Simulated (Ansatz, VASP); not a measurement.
## One calculation of WC (Qusongite), two programs

```
W C
1.0
     2.90650    0.00000    0.00000
    -1.45325    2.51710    0.00000
     0.00000    0.00000    2.83660
W C
1 1
Direct
  0.00000 0.00000 0.00000
  0.66667 0.33333 0.50000
```

Alike in both runs: task relaxation of cell and atoms; functional PBEsol; k mesh 10 × 10 × 9; occupations fermi-dirac, width 0.05 eV; no spin polarisation.

|  | VASP | Ansatz |
| --- | --- | --- |
| version | VASP 6.6.1 | Ansatz 0.2.0 |
| potentials or method | VASP PAW PBE potentials, release 64 (W_sv, C) | Ansatz PAW |
| plane-wave cutoff (eV) | 600 | 420 |
| valence electrons in the cell | 18 | 18 |

```csv
,VASP,Ansatz,Ansatz less VASP
"gap on the k mesh at the Fermi level, each at its own relaxed structure (eV)",none,none,-
relaxed volume (Å³/atom),10.32,10.29,-0.029
relaxed cell length with the largest relative difference (Å),2.830,2.826,-0.0032
```

A gap of «none» marks a metal or a gap that the smearing closes.

Caveats: the PAW data sets were made with another functional, which shifts forces and pressure a little (VASP); the plane-wave basis is chosen anew once the cell has moved, so the energies of steps on either side of that aren't comparable (Ansatz); the pressure holds a Pulay correction of +0.3 GPa for the finite cutoff (Ansatz); the PAW data sets come from PBE, with cores solved anew for the run's functional, which leaves a small shift of forces and pressure (Ansatz). Spin-orbit coupling is left out, which matters for the levels of W.
